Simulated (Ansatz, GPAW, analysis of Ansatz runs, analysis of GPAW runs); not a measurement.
# Substitutional B in diamond: charge-transition level, RPBE (GPAW)

Subject: substitutional B in diamond. Wanted: its charge-transition level, in one set-up (RPBE, plane waves 500 eV, 64-site cell, RPBE lattice, k: the zone centre alone then 2x2x2 shifted, start relaxed with Ansatz). The model is a cell of 64 host atoms with 1 C taken out and 1 B put in. The level is the Fermi energy at which two charge states have equal formation energy, after a correction for the images of the charge.

**The experiment.** (0/-1) level above the valence-band top: 0.368 eV, by acceptor ionization energy (cited; method not stated) (quoted in “Phosphorescence and donor-acceptor pair recombination in laboratory-grown diamonds”, 2023, Jiahui Zhao et al., quoting earlier work (1993)). The calculation is set beside it at the end.

Calculated with GPAW 26.7.0; GPAW plane-wave PAW DFT, RPBE; relaxation of all atoms of a defect supercell.

Report form: the programs' logs are mostly left out.

## 1. Starting point

The cell holds 64 atoms: 63 C and 1 B. Cell: a = 7.177 Å, b = 7.177 Å, c = 7.177 Å, α = 90.0°, β = 90.0°, γ = 90.0°. It derives from C (space group Fd-3m). Nearest the centre at fractional (0.375, 0.375, 0.375): B8 at 0.02 Å, C27 at 1.59 Å, C42 at 1.59 Å, C49 at 1.59 Å, C4 at 1.61 Å, C5 at 2.53 Å, C6 at 2.53 Å, C7 at 2.54 Å.

The host's primitive cell comes from a first run (GPAW plane-wave PAW DFT, RPBE; relaxation of cell and atoms of a defect-free cell): vectors of 2.538, 2.538 and 2.538 Å. That is 5.78 Å³ an atom, 1.9 % over the diffraction cell's volume. The supercell is built on it.

This program's steps are dear, so the start below was first relaxed with Ansatz (plane-wave PAW DFT, PBE; 15 s).

## 2. Relaxation, charge 0

Every later number rests on the structure around the defect, so the atoms are relaxed at the host's lattice first.

run.py

```python
import numpy as np
from ase.io import read, write
from ase.parallel import parprint, world
from gpaw import GPAW, PW
from ase.optimize import BFGS

atoms = read('POSCAR')
magmoms = np.zeros(len(atoms))
magmoms[[7, 26, 41, 48]] = 1 / 4
atoms.set_initial_magnetic_moments(magmoms)
calc = GPAW(mode=PW(500),
            xc='RPBE',
            kpts={'size': (1, 1, 1), 'gamma': True},
            occupations={'name': 'fermi-dirac', 'width': 0.01, 'fixmagmom': True},
            nbands=136,
            convergence={'density': 1e-05, 'forces': 0.001},
            maxiter=150,
            symmetry='off',
            txt='gpaw.txt')
atoms.calc = calc
opt = BFGS(atoms, trajectory='relax.traj', logfile='-')
done = opt.run(fmax=0.02, steps=80)
parprint('Converged:', done)
energy = atoms.get_potential_energy()
forces = atoms.get_forces()
parprint(f'Energy: {energy:.6f} eV, largest force {np.linalg.norm(forces, axis=1).max():.4f} eV/A')
calc.write('gs.gpw')
write('final.xyz', atoms)
parprint('Moments:', atoms.get_magnetic_moments().round(3))
for s in range(calc.get_number_of_spins()):
    parprint('Levels (eV), spin', s, calc.get_eigenvalues(kpt=0, spin=s)[-16:].round(3))
```

POSCAR

```
C  B  C 
 1.0000000000000000
     7.1774074939203381    0.0000000000000009    0.0000000000000000
    -0.0000000000000004    7.1774074939203389    0.0000000000000000
    -0.0000000000000004   -0.0000000000000018    7.1774074939203345
 C   B   C  
   7   1  56
Direct
 -0.0009705669487637 -0.0014743324148541  0.2489662591398585
 -0.0009895997021257  0.2491843788556042 -0.0016953728163512
  0.2497071519290257 -0.0014964882784734 -0.0016923032344622
  0.2455990178959832  0.2450621609768033  0.2448801305407266
  0.1256062934967834  0.1251384887953708  0.3740061073936691
  0.1256213563575417  0.3743055694467848  0.1248933561312184
  0.3747400907522994  0.1251283187486167  0.1248541608391277
  0.3769644399042453  0.3765281076678105  0.3762561258674838
 -0.0001061053158066 -0.0006284578721788  0.7489073517345521
 -0.0000650102820895  0.2495787973506589  0.4989561415311211
  0.2500619618740881 -0.0005950502105694  0.4989680127278153
  0.2500377153711991  0.2495421539695646  0.7488600757403836
  0.1257511208002404  0.1252548060553363  0.8747921642898120
  0.1248768782472829  0.3765901548543352  0.6257413027298536
  0.3770782985787408  0.1243960026217340  0.6257629864338670
  0.3755351247761689  0.3750624007857404  0.8748929731597126
 -0.0000746669595890  0.4991781636406928  0.2493303341100788
 -0.0001372384504389  0.7490800917562888 -0.0008503844507158
  0.2500093067026202  0.4991711296990476 -0.0007715507727432
  0.2500227331376161  0.7490399660098342  0.2493144431971606
  0.1248963111171617  0.6260011738475674  0.3763660784515550
  0.1257519274932337  0.8750150819894018  0.1250174690509144
  0.3770760637044214  0.6259771076614102  0.1241662473276989
  0.3755828829012605  0.8751695852736406  0.3748415398314560
 -0.0010322627677467  0.4988822295398211  0.7497201862855903
 -0.0009900780069865  0.7499153973334144  0.4986921043187392
  0.2456884709414947  0.5020545316253927  0.5018355686337046
  0.2498391875783586  0.7496080639090359  0.7494526415900679
  0.1256541758668391  0.6250271182806062  0.8751689076566438
  0.1256811570688404  0.8753900405424299  0.6248377685728578
  0.3746775956186494  0.6258006828986504  0.6255856083487785
  0.3758679632524222  0.8752488458549882  0.8750673555475689
  0.4997063063568825 -0.0006032965571537  0.2493285282694129
  0.4996825295980540  0.2495404644813642 -0.0007788410759644
  0.7496274186623719 -0.0006341093931088 -0.0008485917756521
  0.7495560138069123  0.2495626772417715  0.2493052777731684
  0.6265010847690237  0.1244098823510389  0.3763427238678217
  0.6264587124941637  0.3765722082215934  0.1241497585313102
  0.8755425500588494  0.1252540133062601  0.1249950264723682
  0.8756533044684957  0.3751032946922984  0.3748288440929203
  0.4994230070900817 -0.0015561540056091  0.7497304424007278
  0.5025471112542379  0.2451509731313261  0.5018152651218634
  0.7504806387303652 -0.0015194954076953  0.4986710306428189
  0.7501306144599490  0.2493175980424810  0.7494100989781839
  0.6255402231000312  0.1251704555886369  0.8751414535363234
  0.6262722466101147  0.3742591689643706  0.6255580484779176
  0.8759008693694371  0.1251990547481563  0.6248077010576970
  0.8757730898938757  0.3753839281523069  0.8750520564648853
  0.5025126556342724  0.5020500185447037  0.2449567307883579
  0.4993951704591437  0.7498887040424794 -0.0017181975910300
  0.7504047380345340  0.4988678201469290 -0.0017221881217885
  0.7501707640786920  0.7496175881863169  0.2491073308497740
  0.6262915748948180  0.6258103980121652  0.3739688788846467
  0.6255413111233916  0.8753697973443479  0.1249382833891066
  0.8758606033947144  0.6250404481875360  0.1249517498090821
  0.8757953080888137  0.8752829482863034  0.3751509045213327
  0.4995271226401249  0.4990173170413484  0.7486459246421485
  0.4995785321446214  0.7488101046563637  0.4988409188452609
  0.7493463821523560  0.4990540263040592  0.4988217320819330
  0.7496050884612705  0.7490378385701025  0.7488834026819899
  0.6255932882955670  0.6250666474606942  0.8746805599797493
  0.6256324166303084  0.8748742798356618  0.6249137223566259
  0.8753967937902077  0.6251104115253876  0.6248909839661124
  0.8756538405213485  0.8751160870830560  0.8749254691731503
```

Run with:

```sh
$ OMP_NUM_THREADS=1 mpirun -n 4 gpaw python run.py > stdout
```

Elapsed: 44 s, on 4 MPI ranks of Arm Neoverse V2, shared host; peak memory 1.4 GiB; 2.9 min of CPU time.

No atom moved by 0.005 Å in the relaxation.

Neighbours of B8 at the end:

| atom | distance (Å) |
| --- | --- |
| C49 | 1.585 |
| C27 | 1.585 |
| C42 | 1.585 |
| C4 | 1.632 |
| C46 | 2.531 |
| C31 | 2.531 |
| C53 | 2.531 |
| C23 | 2.546 |
| C21 | 2.546 |
| C14 | 2.546 |
| C38 | 2.546 |
| C15 | 2.546 |
| C37 | 2.546 |
| C6 | 2.551 |
| C5 | 2.552 |
| C7 | 2.552 |

Numbers from this step:

```yaml
total_moment: 1.000 μB
```

## 3. Single point, charge 0

The relaxed structure is kept, and the final numbers are taken at the final level and k-points.

This step: GPAW plane-wave PAW DFT, RPBE; single point of a defect supercell.

run.py

```python
import numpy as np
from ase.io import read, write
from ase.parallel import parprint, world
from gpaw import GPAW, PW

atoms = read('POSCAR')
magmoms = np.zeros(len(atoms))
magmoms[[7, 26, 41, 48]] = 1 / 4
atoms.set_initial_magnetic_moments(magmoms)
calc = GPAW(mode=PW(500),
            xc='RPBE',
            kpts={'size': (2, 2, 2), 'gamma': False},
            occupations={'name': 'fermi-dirac', 'width': 0.01, 'fixmagmom': True},
            nbands=136,
            convergence={'density': 1e-05, 'bands': 133},
            maxiter=150,
            symmetry={'point_group': False},
            txt='gpaw.txt')
atoms.calc = calc
energy = atoms.get_potential_energy()
forces = atoms.get_forces()
parprint(f'Energy: {energy:.6f} eV, largest force {np.linalg.norm(forces, axis=1).max():.4f} eV/A')
calc.write('gs.gpw')
write('final.xyz', atoms)
parprint('Moments:', atoms.get_magnetic_moments().round(3))
for s in range(calc.get_number_of_spins()):
    parprint('Levels (eV), spin', s, calc.get_eigenvalues(kpt=0, spin=s)[-16:].round(3))
field = calc.get_electrostatic_potential()
if world.rank == 0:
    np.save('potential.npy', field)
field = calc.get_pseudo_density()
if world.rank == 0:
    np.save('density.npy', field)
field = calc.get_pseudo_density(spin=0) - calc.get_pseudo_density(spin=1)
if world.rank == 0:
    np.save('spin.npy', field)
```

POSCAR

```
C  B  C 
 1.0000000000000000
     7.1774074939203381    0.0000000000000009    0.0000000000000000
    -0.0000000000000004    7.1774074939203389    0.0000000000000000
    -0.0000000000000004   -0.0000000000000018    7.1774074939203345
 C   B   C  
   7   1  56
Direct
 -0.0009632517041642 -0.0014703136207521  0.2489789943672153
 -0.0009689055562040  0.2492070530362243 -0.0016940058106355
[... 1 atom line left out ...]
  0.2456603434448346  0.2451476861931575  0.2449325151858951
  0.1255881222800201  0.1250985388192822  0.3740277951717195
  0.1255883605276048  0.3742813351862081  0.1248779034434391
  0.3747592486950768  0.1250859033377274  0.1248550456079130
  0.3769416286161372  0.3764768883874646  0.3762297977768925
[... 5 atom lines left out ...]
  0.1248736512116931  0.3765730888610460  0.6257479366755111
  0.3770718385841225  0.1243755242761626  0.6257586564235628
[... 5 atom lines left out ...]
  0.1248834862391817  0.6259874479477154  0.3763503844930199
[... 5 atom lines left out ...]
  0.2457309678312067  0.5020473120764396  0.5018259020476312
[... 3 atom lines left out ...]
  0.3746974812671616  0.6257823794740016  0.6255760417397636
[... 10 atom lines left out ...]
  0.5025364914915661  0.2452171987574675  0.5018082759061439
[... 6 atom lines left out ...]
  0.5025205679146900  0.5020387727814292  0.2450079672206944
[... 14 atom lines left out ...]
  0.8756310039974100  0.8751058979611159  0.8749050886854522
```

It took 5.1 min on 4 MPI ranks; peak memory 2.5 GiB; 20 min of CPU time.

This step gave:

- total moment: 1.000 μB

## 4. Relaxation, charge −1

run.py

```python
import numpy as np
from ase.io import read, write
from ase.parallel import parprint, world
from gpaw import GPAW, PW
from ase.optimize import BFGS

atoms = read('POSCAR')
calc = GPAW(mode=PW(500),
            xc='RPBE',
            kpts={'size': (1, 1, 1), 'gamma': True},
            charge=-1,
            occupations={'name': 'fermi-dirac', 'width': 0.01},
            nbands=136,
            convergence={'density': 1e-05, 'forces': 0.001},
            maxiter=150,
            symmetry='off',
            txt='gpaw.txt')
atoms.calc = calc
opt = BFGS(atoms, trajectory='relax.traj', logfile='-')
done = opt.run(fmax=0.02, steps=80)
parprint('Converged:', done)
energy = atoms.get_potential_energy()
forces = atoms.get_forces()
parprint(f'Energy: {energy:.6f} eV, largest force {np.linalg.norm(forces, axis=1).max():.4f} eV/A')
calc.write('gs.gpw')
write('final.xyz', atoms)
for s in range(calc.get_number_of_spins()):
    parprint('Levels (eV), spin', s, calc.get_eigenvalues(kpt=0, spin=s)[-16:].round(3))
```

POSCAR

```
C  B  C 
 1.0000000000000000
     7.1774074939203381    0.0000000000000009    0.0000000000000000
    -0.0000000000000004    7.1774074939203389    0.0000000000000000
    -0.0000000000000004   -0.0000000000000018    7.1774074939203345
 C   B   C  
   7   1  56
Direct
 -0.0004343084759065 -0.0009393868543091  0.2498815778689192
 -0.0004363721250834  0.2501000212989251 -0.0011573967361811
[... 1 atom line left out ...]
  0.2469920901738457  0.2464833520956314  0.2462706050746698
  0.1245791759358494  0.1240705371816294  0.3729912092219677
[... 2 atom lines left out ...]
  0.3752019720573996  0.3746963339563576  0.3744768394054892
[... 5 atom lines left out ...]
  0.1245808471055178  0.3761952793719140  0.6251058440621315
  0.3766985695350726  0.1240735516780545  0.6251089227024942
[... 5 atom lines left out ...]
  0.1245759252395444  0.6253315617995810  0.3759785156490761
[... 5 atom lines left out ...]
  0.2469917230263886  0.5029113766769674  0.5026886591718320
[... 3 atom lines left out ...]
  0.3737079492671490  0.6253227803842468  0.6251087097612170
[... 10 atom lines left out ...]
  0.5034134669775874  0.2464921458219242  0.5026920543166751
[... 3 atom lines left out ...]
  0.6258307068403026  0.3732047416642634  0.6251118096376610
[... 2 atom lines left out ...]
  0.5034148198762967  0.5029106848992106  0.2462699597471485
[... 3 atom lines left out ...]
  0.6258288216049221  0.6253218386031513  0.3729896784334576
[... 10 atom lines left out ...]
  0.8752055068907245  0.8746986473218460  0.8744823376115762
```

The job ended after 20 s (4 MPI ranks; peak memory 1.3 GiB).

No atom moved by 0.005 Å in the relaxation.

Neighbours of B8 at the end:

| atom | distance (Å) |
| --- | --- |
| C4 | 1.593 |
| C49 | 1.593 |
| C42 | 1.593 |
| C27 | 1.593 |
| C6 | 2.544 |
| C7 | 2.544 |
| C23 | 2.544 |
| C37 | 2.544 |
| C5 | 2.544 |
| C53 | 2.544 |
| C38 | 2.544 |
| C14 | 2.544 |
| C15 | 2.544 |
| C31 | 2.544 |
| C21 | 2.544 |
| C46 | 2.544 |

## 5. Single point, charge −1

This step: GPAW plane-wave PAW DFT, RPBE; single point of a defect supercell.

run.py

```python
import numpy as np
from ase.io import read, write
from ase.parallel import parprint, world
from gpaw import GPAW, PW

atoms = read('POSCAR')
calc = GPAW(mode=PW(500),
            xc='RPBE',
            kpts={'size': (2, 2, 2), 'gamma': False},
            charge=-1,
            occupations={'name': 'fermi-dirac', 'width': 0.01},
            nbands=136,
            convergence={'density': 1e-05, 'bands': 133},
            maxiter=150,
            symmetry={'point_group': False},
            txt='gpaw.txt')
atoms.calc = calc
energy = atoms.get_potential_energy()
forces = atoms.get_forces()
parprint(f'Energy: {energy:.6f} eV, largest force {np.linalg.norm(forces, axis=1).max():.4f} eV/A')
calc.write('gs.gpw')
write('final.xyz', atoms)
for s in range(calc.get_number_of_spins()):
    parprint('Levels (eV), spin', s, calc.get_eigenvalues(kpt=0, spin=s)[-16:].round(3))
field = calc.get_electrostatic_potential()
if world.rank == 0:
    np.save('potential.npy', field)
field = calc.get_pseudo_density()
if world.rank == 0:
    np.save('density.npy', field)
```

POSCAR

```
C  B  C 
 1.0000000000000000
     7.1774074939203381    0.0000000000000009    0.0000000000000000
    -0.0000000000000004    7.1774074939203389    0.0000000000000000
    -0.0000000000000004   -0.0000000000000018    7.1774074939203345
 C   B   C  
   7   1  56
Direct
 -0.0004346736621325 -0.0009394854626425  0.2498790937422992
 -0.0004364904741236  0.2500971961701361 -0.0011568870803328
[... 1 atom line left out ...]
  0.2470280907837332  0.2465208352039038  0.2463068247828290
  0.1245796634449699  0.1240726906970686  0.3729992148652156
[... 2 atom lines left out ...]
  0.3752023696970117  0.3746979591555916  0.3744780036909847
[... 5 atom lines left out ...]
  0.1245811667732969  0.3761856941085041  0.6251061673453034
  0.3766901687399175  0.1240755482748246  0.6251076957523236
[... 5 atom lines left out ...]
  0.1245769674854585  0.6253289622752768  0.3759684220640616
[... 5 atom lines left out ...]
  0.2470290033695110  0.5028746707021035  0.5026532160889517
[... 3 atom lines left out ...]
  0.3737184118739367  0.6253218942635969  0.6251076121566799
[... 10 atom lines left out ...]
  0.5033775235780281  0.2465273556641173  0.5026566727688213
[... 3 atom lines left out ...]
  0.6258283905163287  0.3732143426813954  0.6251097229466849
[... 2 atom lines left out ...]
  0.5033778691066889  0.5028735254417839  0.2463063636135276
[... 3 atom lines left out ...]
  0.6258275852116270  0.6253216211844935  0.3729989571119807
[... 10 atom lines left out ...]
  0.8752051287767837  0.8746996370650375  0.8744834197189677
```

Wall time 2.7 min (4 MPI ranks); peak memory 2.1 GiB.

## 6. Charge-transition levels

Analysis of the runs above: levels from GPAW plane-wave PAW DFT, RPBE energies with an image-charge correction aligned at atomic sites (own code after Kumagai and Oba).

It gives:

```yaml
gap: 4.087 eV
```

## 7. Outcome

| Quantity | Value |
| --- | --- |
| static dielectric constant used | 5.9 |
| band gap of the host | 4.09 eV |
| (0/-1) level above the valence-band top | 0.04 eV |

In words: (0/-1) level above the valence-band top: computed 0.04 eV, measured 0.368 eV; 0.33 eV below the measurement. The level is counted in a gap of 4.09 eV, and the correction is screened by a dielectric constant of 5.9 from a linear-response run on the host (PBEsol). The bound state has a long tail, so in cells of 64 to 216 sites the impurity band still disperses by tenths of an eV and the level moves with cell and k-points. Levels hang on the band edges, which semilocal functionals place too close together. Limits: the periodic copies of the defect are only 7.2 Å apart.

[Logs are printed without paths, hosts, clocks, repeated set-up lines and the standing remarks that a program may print on its own settings, such as how far it seeks lower states.]

[Hosts, paths, dates, database ids (printed as entryN), source tags and the programs' standing remarks are cut or masked in the printed files.]

[For some hosts the program warned that the k-mesh of the response run may be too coarse for force constants and the static dielectric constant; such warnings are not shown here.]
